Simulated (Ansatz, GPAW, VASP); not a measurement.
## TiTe: 3 runs at one level of theory

```
Ti Te
1.0
     0.00000    3.05007    3.05007
     3.05007    0.00000    3.05007
     3.05007    3.05007    0.00000
Ti Te
1 1
Direct
  0.50000 0.50000 0.50000
  0.00000 0.00000 0.00000
```

The cell comes from a database or a generator and needn't be the stable form of this composition.

Alike in all runs: task single point; functional r2SCAN; k mesh 8 × 8 × 8; occupations fermi-dirac, width 0.05 eV; no spin polarisation; hubbard terms Ti d U = 4 eV; no spin-orbit coupling. A missing gap at this level doesn't show that the real crystal is a metal. Pressure is positive in compression and, in plane waves, holds the error of the finite cutoff, which Ansatz's Pulay term estimates and takes out.

```
                    program and potentials  plane-wave cutoff (eV)                                                                                                                            notes  band gap (eV)  pressure (GPa)
                        Ansatz, Ansatz PAW                     500  potentials made for PBE, which Ansatz adapts in part; 14 valence electrons an atom on average; Pulay term of +0.05 GPa included         no gap           -8.06
     VASP, PBE PAW files Te, Ti_sv, 520 eV                     520                                                                  potentials made for PBE; 9 valence electrons an atom on average         no gap           -9.48
GPAW, GPAW PAW data sets (gpaw-data 1.2.1)                     600                                                                  potentials made for PBE; 9 valence electrons an atom on average         no gap          -10.19
```

None finds a gap. The pressure spans -10.19 (GPAW, GPAW PAW data sets (gpaw-data 1.2.1)) to -8.06 GPa (Ansatz, Ansatz PAW).

Differences between rows come from potentials, basis sets and numerical settings, since the functional is the same but for its coding. Runs on potential files found faulty are left out.

All three runs put this rocksalt cell under tension, from -8.06 to -10.19 GPa, so at this level the lattice would contract if released. The sign is secure, since the spread between programs is much smaller than the tension itself; the differences probably reflect how each potential treats the core and semicore shells.

The missing gap follows from electron counting. Formally divalent Ti keeps two d electrons, which enter the threefold t2g manifold of the octahedral site above the mostly Te 5p valence band. With equal spin populations and cubic symmetry, these bands stay partly filled, and the Hubbard term has no orbital or spin order through which to split them. Metallic character is also what is expected of titanium monotelluride, though its familiar form is of the NiAs type, where face-sharing octahedra allow closer Ti–Ti contact than the edge-sharing ones here. The tension alone doesn't show that the rocksalt arrangement is unstable against that form, as it measures only the response to a uniform change of volume.
